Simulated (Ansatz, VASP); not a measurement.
# CoSi3: VASP beside Ansatz

```
Si Co
1.0
     3.91815    0.00000    0.00000
     0.00000    3.91815    0.00000
     0.00000    0.00000    3.91815
Si Co
3 1
Direct
  0.00000 0.50000 0.50000
  0.50000 0.00000 0.50000
  0.50000 0.50000 0.00000
  0.00000 0.00000 0.00000
```

Alike in both runs: task single point; functional PBE; k mesh 12 × 12 × 12; occupations gaussian, width 0.1 eV; no spin polarisation.

```csv
,VASP,Ansatz
version,VASP 6.6.1,Ansatz 0.2.0
potentials or method,"VASP PAW PBE potentials, release 64 (Si, Co)","scalar-relativistic, plane waves, PAW"
plane-wave cutoff (eV),520,420
valence electrons in the cell,21,29
```

|  | VASP | Ansatz | Ansatz less VASP |
| --- | --- | --- | --- |
| gap on the k mesh at the Fermi level (eV) | none | none | - |
| pressure (GPa) | -15.3 | -15.3 | -0.03 |

A gap of «none» marks a metal or a gap that the smearing closes. The two sets of potentials don't hold the same shells in valence.

Caveats: so large a pressure means that the cell lies far from this level's equilibrium, or that cutoff or potentials fall short (VASP). Spin polarisation is off, so any magnetic state and its effect on volume and gap are missing.
